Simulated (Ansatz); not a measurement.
Strain and the gap of LiNbO₃ (cubic perovskite)

LiNbO₃ in the cubic perovskite structure, relaxed with r2SCAN in Ansatz. The symmetry is Pm-3m (No. 221, cubic); conventional cell a = 3.933 Å, 12.17 Å³ an atom. Li has 12 O at 2.78 Å; Nb has 6 O at 1.97 Å; O has 2 Nb at 1.97 Å and 4 Li at 2.78 Å.

The axes x, y and z are those of this cell:
```
CELL_PARAMETERS angstrom
3.93317 0.00000 0.00000
0.00000 3.93317 0.00000
0.00000 0.00000 3.93317
ATOMIC_POSITIONS crystal
Li 0.00000 0.00000 0.00000
Nb 0.50000 0.50000 0.50000
O 0.50000 0.50000 0.00000
O 0.50000 0.00000 0.50000
O 0.00000 0.50000 0.50000
```

Unstrained: The PBE gap is indirect, 1.738 eV (R to Γ), below the direct gap of 2.520 eV at Γ. The r2SCAN gap is indirect, 2.127 eV (R to Γ), below the direct gap of 2.956 eV at Γ. HSE06 gives an indirect gap of 2.999 eV, from R to Γ; the least direct gap is 3.893 eV at Γ. Meshes: PBE 6×6×6, r2SCAN 6×6×6, HSE06 4×4×4. Strains are changes of length per length, and xy shears are angles. After each strain the atoms were relaxed again with r2SCAN within the symmetry that the strain leaves, so tilts or polar shifts that break it weren't tested; points keep the names that they have in the unstrained zone. All values are calculated for a non-magnetic cell, which may be hypothetical.

Changes of the least gap in eV (an overlap counts as a negative gap):
```
                                     strain  volume change (%)  space group     PBE  r2SCAN   HSE06  energy rise, r2SCAN (meV/atom)
xy shear, engineering strain (angle) -1.5 %                0.0         Cmmm  -0.016  -0.016  -0.015                             0.6
           isotropic +2.5 % on every length               +7.7        Pm-3m  -0.168  -0.196  -0.220                            39.3
           isotropic +0.5 % on every length               +1.5        Pm-3m  -0.034  -0.040  -0.045                             1.7
                    uniaxial -1.5 % along x               -1.5       P4/mmm  +0.019  +0.022  +0.024                             4.0
```

Xy shear, engineering strain (angle) -1.5 %. HSE06: the gap goes from 2.999 to 2.984 eV (-0.015 eV). Stress change with r2SCAN, compression positive: xx 0.00, yy 0.00, zz +0.01, xy +1.05 GPa.

Isotropic +2.5 % on every length. HSE06: the gap goes from 2.999 to 2.779 eV (-0.220 eV). Stress change with r2SCAN, compression positive: xx -12.60, yy -12.60, zz -12.60 GPa. For HSE06, dE_g/d ln V = -3.0 eV over this step.

Isotropic +0.5 % on every length. HSE06: the gap goes from 2.999 to 2.954 eV (-0.045 eV). Stress change with r2SCAN, compression positive: xx -2.89, yy -2.89, zz -2.89 GPa. For HSE06, dE_g/d ln V = -2.9 eV over this step.

Uniaxial -1.5 % along x, other directions held. HSE06: the gap goes from 2.999 to 3.023 eV (+0.024 eV). Stress change with r2SCAN, compression positive: xx +7.23, yy +1.20, zz +1.20 GPa.

The runs are scalar-relativistic, without spin-orbit coupling.

The meshes of the hybrids are coarse, so their gaps aren't converged to the digits shown.
